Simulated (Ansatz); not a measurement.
Runs of Ansatz 0.2.0 on ZnS (Wurtzite-2H). It takes space group P6_3mc (No. 186, hexagonal). Conventional cell: a = 3.811 Å, b = 3.811 Å, c = 6.234 Å, α = 90.00°, β = 90.00°, γ = 120.00°. Zn (site symmetry 3m) is surrounded by 4 S at 2.31 to 2.40 Å. S (site symmetry 3m) has 4 Zn at 2.31 to 2.40 Å as nearest neighbours. 

```csv
task,level,cell,k mesh,cutoff (eV),points for each segment of the path,mesh quality,gap on the mesh (eV),pressure (GPa),V0 of scaled cells (Å³/atom),relaxed volume (Å³/atom),B0 (GPa),largest force (eV/Å)
relaxation of cell and atoms,HSEsol,relaxed,4 × 4 × 3,420,-,coarse,3.37,0.0,-,19.36,-,-
relaxation of cell and atoms,PBEsol,relaxed,8 × 8 × 5,420,-,not flagged,2.15,0.0,-,19.22,-,-
equation of state,LDA,as given,8 × 8 × 5,420,-,not flagged,-,-,(a),-,86,-
equation of state,RPBE+D4,as given,8 × 8 × 5,420,-,not flagged,-,-,19.34,-,74,-
band structure,r2SCAN,as given,8 × 8 × 5,500,14,not flagged,2.82,0.1,-,-,-,0.32
band structure,rPW86-PBE,as given,8 × 8 × 5,420,14,not flagged,2.15,(b),-,-,-,0.33
```

Alike in all rows: potentials or basis Ansatz PAW; no spin polarisation; smearing fermi-dirac 0.05 eV.

Question: Estimate the missing entries.

Answer: (a) 18.63; (b) 5.0.

Caveats: some runs use coarse meshes; the PAW data sets come from PBE, with cores solved anew for the run's functional, which leaves a small shift of forces and pressure (some runs); odd divisions of the mesh miss points on the zone boundary, where band edges often lie, so the gap on the mesh can be too wide (some runs); the plane-wave basis is chosen anew once the cell has moved, so the energies of steps on either side of that aren't comparable (some runs); the cell was scaled at fixed shape and fractional positions, which overstates the stiffness of a crystal with free parameters, most of all of layers and chains (some runs); the potentials were made for another functional, which shifts forces and pressure (some runs).

Runs at the PBE level aren't shown here.
